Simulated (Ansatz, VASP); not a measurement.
# One calculation of I, two programs

```
CELL_PARAMETERS angstrom
0.00000 2.58180 4.26717
2.39260 0.00000 4.26717
2.39260 2.58180 0.00000
ATOMIC_POSITIONS crystal
I 0.00000 0.00000 0.00000
```

Alike in both runs: task single point; functional PBE; k mesh 6 × 6 × 6; occupations gaussian, width 0.1 eV; no spin polarisation.

```csv
,VASP,Ansatz
version,VASP 6.6.1,Ansatz 0.2.0
potentials or method,"VASP PAW PBE potentials, release 64 (I)","scalar-relativistic, plane waves, PAW"
plane-wave cutoff (eV),520,420
valence electrons in the cell,7,17
```

VASP gave:

```
gap on the k mesh at the Fermi level (eV)       : none
pressure (GPa)                                  : -2.8
largest component of the traceless stress (GPa) : 3.01
```

Problem. What did Ansatz give for the same quantities?

Solution. gap on the k mesh at the Fermi level (eV): none; pressure (GPa): -2.8; largest component of the traceless stress (GPa): 3.00.

A gap of «none» marks a metal or a gap that the smearing closes. The two sets of potentials don't hold the same shells in valence.

Caveats: an odd number of electrons without spin polarisation forces a metal; a magnetic or distorted state may lie lower. The runs have no spin-orbit coupling, so splittings on I are missing.
